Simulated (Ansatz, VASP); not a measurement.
**ZnSe (Stilleite): VASP beside Ansatz**

Aim: how closely do two programs agree when they are given the same cell, functional and k mesh?

Calculated with Ansatz 0.2.0; plane waves, with VASP 6.6.1 beside it; single point at HSE06.

### Step 1. Set-up

It takes space group F-43m (No. 216, cubic). The conventional cell has a = 5.668 Å, b = 5.668 Å, c = 5.668 Å, α = 90.00°, β = 90.00°, γ = 90.00°. Nearest to Zn lie 4 Se at 2.45 Å. Se has 4 Zn at 2.45 Å nearest. Farther neighbours and most contacts between anions are not listed.

Structure file:

```xyz
2
Lattice="0.0000 2.8338 2.8338 2.8338 0.0000 2.8338 2.8338 2.8338 0.0000" Properties=species:S:1:pos:R:3 pbc="T T T"
Zn    0.0000    0.0000    0.0000
Se    1.4169    1.4169    1.4169
```

### Step 2. VASP: single point, HSE06

With cell and atoms fixed, the geometry can't cause a difference; cores, projectors, grids and the points listed under the comparison can.

Lines of VASP's logs that name or quote its potential files are left out, and so is its time.

The run reads the wave functions of an earlier VASP run, which isn't shown here.

Input file INCAR:

```
SYSTEM = ZnSe
PREC = Accurate
ENCUT = 350
EDIFF = 1E-08
NELM = 100
ISMEAR = 0
SIGMA = 0.01
LREAL = .FALSE.
ALGO = Normal
LHFCALC = .TRUE.
AEXX = 0.25
GGA = PE
HFSCREEN = 0.2
LASPH = .TRUE.
NBANDS = 15
PRECFOCK = Fast
LORBIT = 11
LWAVE = .TRUE.
LCHARG = .FALSE.
KPAR = 8
```

Input file POSCAR:

```
ZnSe
1.0
    0.0000000000      2.8338000000      2.8338000000
    2.8338000000      0.0000000000      2.8338000000
    2.8338000000      2.8338000000      0.0000000000
Zn Se
1 1
Direct
    0.0000000000      0.0000000000      0.0000000000
    0.2500000000      0.2500000000      0.2500000000
```

Input file KPOINTS:

```
Automatic mesh
0
Gamma
6 6 6
0 0 0
```

The projector-augmented-wave data sets are Zn_GW and Se_GW (PBE family, release 64).

Run with:

```
> mpirun -np 8 vasp_std
```

Numbers of over 12 decimals in the logs are rounded to 6 here.

Output:

```text
[banner, memory and clock lines left out]
running    8 mpi-ranks, on    1 nodes
 distrk:  each k-point on    1 cores,    8 groups
 distr:  one band on    1 cores,    1 groups

 POSCAR found type information on POSCAR ZnSe
 POSCAR found :  2 types and       2 ions
|                                                                             |
|           W    W    AA    RRRRR   N    N  II  N    N   GGGG   !!!           |
|           W    W   A  A   R    R  NN   N  II  NN   N  G    G  !!!           |
|           W    W  A    A  R    R  N N  N  II  N N  N  G       !!!           |
|           W WW W  AAAAAA  RRRRR   N  N N  II  N  N N  G  GGG   !            |
|           WW  WW  A    A  R   R   N   NN  II  N   NN  G    G                |
|           W    W  A    A  R    R  N    N  II  N    N   GGGG   !!!           |
|                                                                             |
|     For optimal performance we recommend to set                             |
|       NCORE = 2 up to number-of-cores-per-socket                            |
|     NCORE specifies how many cores store one orbital (NPAR=cpu/NCORE).      |
|     This setting can greatly improve the performance of VASP for DFT.       |
|     The default, NCORE=1 might be grossly inefficient on modern             |
|     multi-core architectures or massively parallel machines. Do your        |
|     Unfortunately you need to use the default for GW and RPA                |
|     calculations (for HF NCORE is supported but not extensively tested      |
|     yet).                                                                   |
|                                                                             |

 LDA part: xc-table for (Slater+PW92), standard interpolation
 found WAVECAR, reading the header
 POSCAR, INCAR and KPOINTS ok, starting setup
 FFT: planning ... GRIDC
 FFT: planning ... GRID_SOFT
 FFT: planning ... GRID
 reading WAVECAR
 the WAVECAR file was read successfully
 initial charge from wavefunction
 entering main loop
       N       E                     dE             d eps       ncg     rms          rms(c)
DAV:   1    -0.744060275360E+01   -0.74406E+01   -0.58079E-01   725   0.419E+01    0.108E+00
DAV:   2    -0.741662425037E+01    0.23979E-01   -0.16564E-01   671   0.161E+01    0.323E-01
DAV:   3    -0.741789940857E+01   -0.12752E-02   -0.98701E-03   717   0.263E+00    0.146E-01
DAV:   4    -0.741755771718E+01    0.34169E-03   -0.79166E-04   748   0.105E+00    0.913E-02
DAV:   5    -0.741751780912E+01    0.39908E-04   -0.12070E-04   791   0.218E-01    0.568E-02
DAV:   6    -0.741749912319E+01    0.18686E-04   -0.14117E-05   767   0.889E-02    0.332E-02
DAV:   7    -0.741749133539E+01    0.77878E-05   -0.25857E-06   661   0.275E-02    0.198E-02
DAV:   8    -0.741748823170E+01    0.31037E-05   -0.10916E-06   651   0.724E-03    0.120E-02
DAV:   9    -0.741748709660E+01    0.11351E-05   -0.36442E-07   643   0.436E-03    0.732E-03
DAV:  10    -0.741748671089E+01    0.38571E-06   -0.14368E-07   630   0.339E-03    0.442E-03
DAV:  11    -0.741748656740E+01    0.14349E-06   -0.54859E-08   601   0.202E-03    0.268E-03
DAV:  12    -0.741748650754E+01    0.59857E-07   -0.23916E-08   613   0.129E-03    0.163E-03
DAV:  13    -0.741748648212E+01    0.25424E-07   -0.96193E-09   497   0.821E-04    0.995E-04
DAV:  14    -0.741748646089E+01    0.21229E-07   -0.53534E-09   436   0.607E-04    0.615E-04
DAV:  15    -0.741748644617E+01    0.14717E-07   -0.26782E-09   408   0.580E-04    0.378E-04
DAV:  16    -0.741748643489E+01    0.11282E-07   -0.18106E-09   289   0.389E-04    0.238E-04
DAV:  17    -0.741748642843E+01    0.64567E-08   -0.10507E-09   268   0.464E-04
   1 F= -.74174864E+01 E0= -.74174864E+01  d E =-.137590E-13
 writing wavefunctions
```

From OUTCAR (step 2):

```text
ion  position               nearest neighbor table
   1  0.000  0.000  0.000-   2 2.45   2 2.45   2 2.45   2 2.45
   2  0.250  0.250  0.250-   1 2.45   1 2.45   1 2.45   1 2.45

  LATTYP: Found a face centered cubic cell.
 ALAT       =     5.6676000000

 Subroutine GETGRP returns: Found 24 space group operations
 (whereof 24 operations were pure point group operations)

The static configuration has the point symmetry T_d .

 Found     16 irreducible k-points:

   k-points           NKPTS =     16   k-points in BZ     NKDIM =    216   number of bands    NBANDS=     15

   dimension x,y,z NGX =    24 NGY =   24 NGZ =   24
   dimension x,y,z NGXF=    48 NGYF=   48 NGZF=   48

   ENCUT  =  350.0 eV  25.72 Ry    5.07 a.u.   6.11  6.11  6.11*2*pi/ulx,y,z

   NELECT =      18.0000    total number of electrons

 k-points in reciprocal lattice and weights: Automatic mesh
   0.00000000  0.00000000  0.00000000       0.005
   0.16666667  0.00000000  0.00000000       0.037
   0.33333333  0.00000000  0.00000000       0.037
   0.50000000  0.00000000  0.00000000       0.019
   0.16666667  0.16666667  0.00000000       0.028
   0.33333333  0.16666667  0.00000000       0.111
   0.50000000  0.16666667  0.00000000       0.111
  -0.33333333  0.16666667  0.00000000       0.111
  -0.16666667  0.16666667  0.00000000       0.056
[...]
-0.33333333  0.33333333  0.16666667       0.111
  -0.33333333  0.50000000  0.16666667       0.056

  exchange ACFDT corr.  =         0.00000000  see jH, gK, PRB 81, 115126

 average (electrostatic) potential at core
       1 -57.4879       2 -51.1681

 E-fermi :   2.0348

 k-point     1 :       0.0000    0.0000    0.0000
  band No.  band energies     occupation
    ...
      5      -5.9104      2.00000
      6      -5.9104      2.00000
      7       1.9874      2.00000
      8       1.9874      2.00000
      9       1.9874      2.00000
     10       4.3871      0.00000
     11       8.9484      0.00000
     12       8.9484      0.00000
     13       8.9485      0.00000
     14      13.2897      0.00000
    ...

 k-point     2 :       0.1667    0.0000    0.0000
  band No.  band energies     occupation
    ...
      5      -5.9121      2.00000
      6      -5.9121      2.00000
      7       0.0374      2.00000
      8       1.7237      2.00000
      9       1.7237      2.00000
     10       5.6374      0.00000
     11       8.9994      0.00000
     12       9.3763      0.00000
     13       9.3764      0.00000
     14      13.6319      0.00000
    ...

 k-point     3 :       0.3333    0.0000    0.0000
  band No.  band energies     occupation
    ...
      5      -5.9059      2.00000
      6      -5.9058      2.00000
      7      -2.3791      2.00000
      8       1.2721      2.00000
      9       1.2721      2.00000
     10       5.7918      0.00000
     11       9.6263      0.00000
     12       9.6263      0.00000
     13      10.7826      0.00000
     14      13.6251      0.00000
    ...

  energy-cutoff  :      350.00
  volume of cell :       45.51
      direct lattice vectors                 reciprocal lattice vectors
     0.000000000  2.833800000  2.833800000    -0.176441527  0.176441527  0.176441527
     2.833800000  0.000000000  2.833800000     0.176441527 -0.176441527  0.176441527
     2.833800000  2.833800000  0.000000000     0.176441527  0.176441527 -0.176441527

 POSITION                                       TOTAL-FORCE (eV/Angst)
 -----------------------------------------------------------------------------------
      0.00000      0.00000      0.00000        -0.000000     -0.000000     -0.000000
      1.41690      1.41690      1.41690         0.000000      0.000000      0.000000
 -----------------------------------------------------------------------------------
    total drift:                                0.000002     -0.000000      0.000002

  FREE ENERGIE OF THE ION-ELECTRON SYSTEM (eV)
  ---------------------------------------------------
  free  energy   TOTEN  =        -7.4174864284 eV

  energy  without entropy=       -7.4174864284  energy(sigma->0) =       -7.41748643

 total charge
# of ion       s       p       d       tot
------------------------------------------
    1        0.474   0.428   9.802  10.703
    2        1.412   2.437   0.027   3.875
--------------------------------------------------
tot          1.885   2.864   9.829  14.579

[... 3 further parts left out ...]
```

### Step 3. Ansatz: single point, HSE06

Ansatz runs on its default PAW (the set named soft_2) files.

The same cell, functional, mesh and smearing now go to Ansatz, which takes its cutoff from its data sets.

Input file input.yaml:

```yaml
crystal:
  lattice:
    - [0.0, 2.8338, 2.8338]
    - [2.8338, 0.0, 2.8338]
    - [2.8338, 2.8338, 0.0]
  atoms:
    - { symbol: Zn, position: [0.0, 0.0, 0.0] }
    - { symbol: Se, position: [0.25, 0.25, 0.25] }
hamiltonian:
  xc: { exchange: pbe, correlation: pbe, exx: { coeff: 0.25, omega: 0.2 } }
  pseudopotentials: { kind: paw }
kpoints:
  mp_grid: { grid: [6, 6, 6] }
scf:
  occupations: { method: gaussian, width: 0.01 }
  n_extra_bands: 4
output:
  forces: true
  stress: true
  eigenvalues: true
```

Run with:

```
> ansatz run input.yaml --threads 4 --pin off --max-ram 9216MiB --backend cpu --events-out ev --progress --plain --runs-dir out
```

Output:

```text
Warning: output.stress: scf.convergence.dr2_threshold = 1e-7 eV (the SCF's general default) is looser than the 2e-10 eV advised for a printed stress (1e-10 eV for each atom of the cell: 2). What an SCF threshold leaves in a stress goes as its square root, and in the free energy as the threshold itself, and one threshold admits the most on a small cell: [figures from the program's tests cut] Set scf.convergence.dr2_threshold to 2e-10 eV or tighter. The threshold is an SCF's pass mark: one that does not reach it within its budget of iterations ends unconverged, or closes short of it on a stop that the run arms, and scf.convergence.dr2_threshold's page says what that costs each kind of run
Warning: output.stress: scf.exx.energy_threshold = 1e-6 eV is looser than the 2e-8 eV advised for a stress under a hybrid functional (1e-8 eV for each atom of the cell: 2). Every SCF of the exchange loop can meet its threshold on dr2 while the loop round them stops early: no threshold on dr2 bounds what that leaves in the stress. Set scf.exx.energy_threshold to 2e-8 eV or tighter. The threshold is the loop's pass mark: a loop that does not reach it within its budget of cycles ends unconverged, and scf.exx.energy_threshold's page has the law
scf.n_extra_bands = 4 over 14 filled bands (N_el = 28.0): the run solves 18 bands
Engine: ansatz 0.2.0, x86_64-unknown-linux-gnu
Pseudopotentials: kind: paw
Pseudopotential: Zn, paw, valence charge 12, recommended cutoff 420 eV (normal), Zn.paw.azcp
Pseudopotential: Se, paw, valence charge 16, recommended cutoff 420 eV (normal), Se.paw.azcp
Functional definition: unnamed
  parameter a_1 = 0.25
  parameter omega_1 = 0.2/angstrom
  exchange = pbe_x + (-a_1)*pbe_x_sr(omega_1) + a_1*exact_x_sr(omega_1)
  correlation = pbe_c
Crystal: 2 atoms, lattice volume = 45.513 Å³
Basis set: ecut = 420 eV, 893 PW (Γ), exchange–correlation on 54×54×54 points (8 copies of the dense FFT grid, shifted against one another)
Bands: 18, of which v1, the nominal top of the filled ones, is band 14 counted from 1 (13 counted from 0)
Symmetry: 24 space group operations
Space group: F-43m (ITA 216), of the structure as read, at distance tolerance 3.6e-5 Å
k-points: 16 of 216 (time reversal used)
Non-local potential: Zn, projectors of the file, l = 0: 2, l = 1: 2, l = 2: 3, l = 3: 1
Non-local potential: Se, projectors of the file, l = 0: 2, l = 1: 2, l = 2: 3, l = 3: 1
PAW form: soft (Blöchl's): semilocal exchange-correlation on the pseudo side does not see the compensation charge
PAW frozen core: Zn, regenerated for the run's functional, and the local potential with it (the file was generated under x = pbe(κ = 0.804, μ = 0.219515), c = pbe(β = 0.066725))
PAW frozen core: Se, regenerated for the run's functional, and the local potential with it (the file was generated under x = pbe(κ = 0.804, μ = 0.219515), c = pbe(β = 0.066725))
PAW one-centre angular grid: Zn, 590 points (default); XC on 64 Gauss nodes
PAW one-centre angular grid: Se, 590 points (default); XC on 64 Gauss nodes
Initial density: superposition of atomic densities (neutral atoms: chi_scale 0, normalization atom), corrected by the library's trained network
Initial wavefunctions: pseudopotential atomic-orbital guess
Functional: x = pbe(κ = 0.804, μ = 0.219515), c = pbe(β = 0.066725), warm-up for x = pbe(κ = 0.804, μ = 0.219515) + 0.25 (exact − pbe) at short range (hse, ω = 0.2 Å⁻¹), c = pbe(β = 0.066725)
SCF iter   1: F=—  HF=-8789.523147 eV  |F-HF|=—  |Δ(HF+E_count)|=         —  Δρ=1.63e-3  dr2=1.24e-3  ethr=1.77e-3  ⟨swp⟩=7.5  Hψ=1253  notcnv=0
preconditioner: auto → none  [insulator: Δε(μ)=1.287 eV  Ē_g=11.951 eV  σ=0.010 eV  W_gap=1.00  n_scr=14 (ndim 8)  ℏωp=23.4 eV  f_vac=0.121  D(μ)=0.00/eV (n_scr^D=0)]
SCF iter   2: F=—  HF=-8789.522886 eV  |F-HF|=—  |Δ(HF+E_count)|=   2.60e-4  Δρ=1.32e-3  dr2=5.55e-4  ethr=4.41e-6  ⟨swp⟩=4.7  Hψ=1043  notcnv=0  defer=1
iter 3 solved again at ethr=1.85e-8 eV; its pass at ethr=1.98e-6 eV (dr2=5.17e-6 eV) is discarded
SCF iter   3: F=-8789.522664 eV  HF=-8789.522650 eV  |F-HF|=1.48e-5  |Δ(HF+E_count)|=   2.37e-4  Δρ=1.51e-4  dr2=5.14e-6  ethr=1.85e-8  ⟨swp⟩=3.0  Hψ=1324  notcnv=0
SCF 1 stopped early in 3 iterations: F = -8789.522664 eV  dr2 = 5.14e-6
  greatest PAW one-centre occupation: 1.000 electrons in one spin orbital (limit 2), on the Se atom at site 1 (counted from 0), in its partial waves of l = 2
Initial density: handed on by an earlier stage of this run
Initial wavefunctions: those handed on with the density
Functional: x = pbe(κ = 0.804, μ = 0.219515) + 0.25 (exact − pbe) at short range (hse, ω = 0.2 Å⁻¹), c = pbe(β = 0.066725)
Exchange kernel: α = 0.2500, screened, ω = 0.2000 Å⁻¹, Wigner–Seitz truncation, v(0) = 1130.4038 eV·Å³, q-mesh 6×6×6, nearest image of the exchange supercell L = 24.05 Å, pair-density grid 15×15×15, without the augmentation charges, whose exchange is taken in its separable form by FFT convolution over the k-point mesh (sized by the pseudopotential files, 24×24×24 at the most), smooth part of the exact exchange by density-matrix convolution
Frozen-core exchange: fock
SCF iter   1: F=—  HF=-8791.205041 eV  |F-HF|=—  |Δ(HF+E_count)|=         —  Δρ=2.03e-2  dr2=9.51e-2  ethr=1.84e-7  ⟨swp⟩=7.2  Hψ=1526  notcnv=0
preconditioner: auto → none  [insulator: Δε(μ)=2.380 eV  Ē_g=14.486 eV  σ=0.010 eV  W_gap=1.00  n_scr=14 (ndim 8)  ℏωp=23.4 eV  f_vac=0.121  D(μ)=0.00/eV (n_scr^D=0)]
SCF iter   2: F=—  HF=-8791.174011 eV  |F-HF|=—  |Δ(HF+E_count)|=   3.10e-2  Δρ=2.87e-3  dr2=5.41e-3  ethr=1.84e-7  ⟨swp⟩=5.0  Hψ=1253  notcnv=0
SCF iter   3: F=—  HF=-8791.179009 eV  |F-HF|=—  |Δ(HF+E_count)|=   5.00e-3  Δρ=4.38e-3  dr2=4.01e-3  ethr=1.84e-7  ⟨swp⟩=5.0  Hψ=1184  notcnv=0
SCF iter   4: F=—  HF=-8791.178646 eV  |F-HF|=—  |Δ(HF+E_count)|=   3.63e-4  Δρ=1.78e-3  dr2=6.48e-4  ethr=1.84e-7  ⟨swp⟩=4.0  Hψ=902  notcnv=0
SCF iter   5: F=—  HF=-8791.179637 eV  |F-HF|=—  |Δ(HF+E_count)|=   9.91e-4  Δρ=7.98e-4  dr2=1.47e-4  ethr=1.84e-7  ⟨swp⟩=4.0  Hψ=909  notcnv=0
SCF iter   6: F=-8791.179558 eV  HF=-8791.179558 eV  |F-HF|=4.00e-7  |Δ(HF+E_count)|=   7.98e-5  Δρ=1.76e-5  dr2=6.25e-6  ethr=1.84e-7  ⟨swp⟩=4.0  Hψ=767  notcnv=0
SCF 2 stopped early in 6 iterations: F = -8791.179558 eV  dr2 = 6.25e-6
hybrid outer 1: dexx = +1.244e-2 eV, tail = 7.67e-5 eV
Exchange kernel: α = 0.2500, screened, ω = 0.2000 Å⁻¹, Wigner–Seitz truncation, v(0) = 1130.4038 eV·Å³, q-mesh 6×6×6, nearest image of the exchange supercell L = 24.05 Å, pair-density grid 15×15×15, without the augmentation charges, whose exchange is taken in its separable form by FFT convolution over the k-point mesh (sized by the pseudopotential files, 24×24×24 at the most), smooth part of the exact exchange by density-matrix convolution
Frozen-core exchange: fock
SCF iter   1: F=—  HF=-8791.179214 eV  |F-HF|=—  |Δ(HF+E_count)|=         —  Δρ=9.58e-5  dr2=2.50e-6  ethr=1.37e-6  ⟨swp⟩=3.5  Hψ=611  notcnv=0
preconditioner: auto → none  [insulator: Δε(μ)=2.432 eV  Ē_g=14.212 eV  σ=0.010 eV  W_gap=1.00  n_scr=14 (ndim 8)  ℏωp=23.4 eV  f_vac=0.119  D(μ)=0.00/eV (n_scr^D=0)]
SCF iter   2: F=—  HF=-8791.179214 eV  |F-HF|=—  |Δ(HF+E_count)|=   2.97e-7  Δρ=3.10e-5  dr2=3.19e-7  ethr=8.22e-9  ⟨swp⟩=4.0  Hψ=893  notcnv=0
SCF iter   3: F=—  HF=-8791.179215 eV  |F-HF|=—  |Δ(HF+E_count)|=   8.65e-7  Δρ=2.27e-5  dr2=1.33e-7  ethr=6.07e-10  ⟨swp⟩=4.0  Hψ=793  notcnv=0
SCF iter   4: F=—  HF=-8791.179215 eV  |F-HF|=—  |Δ(HF+E_count)|=   3.03e-8  Δρ=7.16e-6  dr2=1.31e-8  ethr=4.21e-10  ⟨swp⟩=2.9  Hψ=552  notcnv=0
SCF iter   5: F=-8791.179215 eV  HF=-8791.179215 eV  |F-HF|=9.17e-10  |Δ(HF+E_count)|=  7.46e-10  Δρ=2.34e-6  dr2=3.26e-9  ethr=3.94e-11  ⟨swp⟩=3.0  Hψ=689  notcnv=0
SCF 3 converged in 5 iterations: F = -8791.179215 eV  dr2 = 3.26e-9
  Residual-converged pass: ⟨swp⟩=3.3  Hψ=677  notcnv=0  max |occ|·‖R‖ = 2.4e-6 eV (tolerance 2.4e-6 eV)  dr2=3.26e-9  dr2_onsite=5.84e-10  max |Δocc| = 0.0e0
hybrid outer 2: dexx = +9.425e-7 eV, tail = 3.84e-8 eV, Δε = 3.68e-3 eV (about 1.30e-4 eV left of the loop's levels)
hybrid SCF converged: 2 outer / 11 inner (+3 warm-up), last move |dexx| = 9.42e-7 eV, tail = 3.84e-8 eV
Stability not checked: this state was not tested for a lower state beside it, because the functional holds exact exchange (a hybrid, or Hartree-Fock), whose exchange loop this test does not read (fock_operator; see scf.lower_state_search)
Free energy (F): -8791.179215 eV
Frozen-core exchange: fock
Harris-Foulkes:  -8791.179215 eV  (|F-HF|=9.17e-10)
Internal energy: -8791.179215 eV  (E = F + TS)
E sigma→0 (E₀):  -8791.179215 eV
Fermi energy:    7.341336 eV
--- Per-component energies (eV) ---
  E_band       = -455.377197
  E_kinetic    = 249.021413
  E_local      = -4401.410073  (includes V_loc(G=0)·N_el)
  E_nonlocal   = 22.342992
  E_hartree    = 2044.418066
  E_xc         = -192.082637
  E_vxc        = -119.922475  (∫ρ·V_xc dr)
  E_exx        = -110.598639  (= α·E_x^exact, valence–valence)
  E_paw        = -3681.497879  (= ΣΔE_a)
  E_vpaw       = -73.045134  (= ΣTr[D̂ρ^β])
  E_aug_tail   = -0.000895  (compensation charges beyond the density's cutoff)
  E_ewald      = -2720.942845
  E_core_change = -0.428717  (= ΣΔE_core)
  E_smearing   = -0.000000  (= −TS)
  E_closure    = 0.000000  (closes the sum)
  Σ components = -8791.179215   (vs F -8791.179215, Δ=-1.82e-12)
--- Forces (eV/Å), atoms counted from 1 ---
  atom   1  Zn     0.00000000    -0.00000000     0.00000000
  atom   2  Se    -0.00000000     0.00000000    -0.00000000
  max |Σ_I F_I| component: 1.80e-16 eV/Å
--- Stress (GPa, compression-positive) ---
        1.139397      -0.000000      -0.000000
       -0.000000       1.139397       0.000000
       -0.000000       0.000000       1.139397
  P = ⅓ Tr σ = 1.1394 GPa (11.394 kbar)
--- Band table (eV; the first three rows and the last of 16) ---
  k-point 0: bands = [... 10 lower, -1.8010, 6.1248, 6.1248, 6.1248, 8.5579, 13.0953, 13.0953, 13.0953]
  k-point 1: bands = [... 10 lower, -1.8028, 4.1766, 5.8608, 5.8608, 9.8015, 13.1465, 13.5242, 13.5242]
  k-point 2: bands = [... 10 lower, -1.7968, 1.7555, 5.4090, 5.4090, 9.9475, 13.7714, 13.7714, 14.9348]
  k-point 15: bands = [... 10 lower, -1.4855, 1.1356, 3.2921, 3.4511, 11.5453, 12.1313, 15.6930, 15.9834]
```

It took 8.9 s on 4 threads of AMD EPYC 9B45 (Zen 5), shared host; peak memory 1.5 GiB; 31 s of CPU time.

The run ends at a pressure of 1.14 GPa.

### Step 4. Side by side

Known differences besides the potentials themselves: exact exchange at q = 0 is treated differently, which shows on coarse meshes; VASP keeps PBE cores, Ansatz makes them for the functional; the data sets hold 28 valence electrons in Ansatz (default PAW (the set named soft_2) files) and 18 in VASP; the cutoff is 420 eV in Ansatz and 350 eV in VASP; VASP takes a coarser grid for exact exchange (PRECFOCK = Fast). Total energies have different zeros and are not compared.

Compared:

```csv
quantity,Ansatz,VASP,difference
gap on the k mesh (eV),2.433,2.400,+0.033
```

A gap on the mesh is an upper bound, since the band edges may lie between its points.

### Step 5. Results

| Item | Value |
| --- | --- |
| difference in gap on the k mesh (single point, HSE06) | 0.033 eV |

**Reading.** The difference in gap on the k mesh is 0.033 eV (single point, HSE06), within the 0.08 eV picked in this series as the mark of a large difference. How closely two codes agree says nothing of how well the functional describes the real material.

[Lines on the potential files, build, host, timing and source positions are cut from VASP's logs without a mark.]

[Logs are printed without paths, hosts, clocks, repeated set-up lines and the standing remarks that a program may print on its own settings, such as how far it seeks lower states.]

[Hosts, paths, dates, database ids (printed as entryN), source tags and the programs' standing remarks are cut or masked in the printed files.]
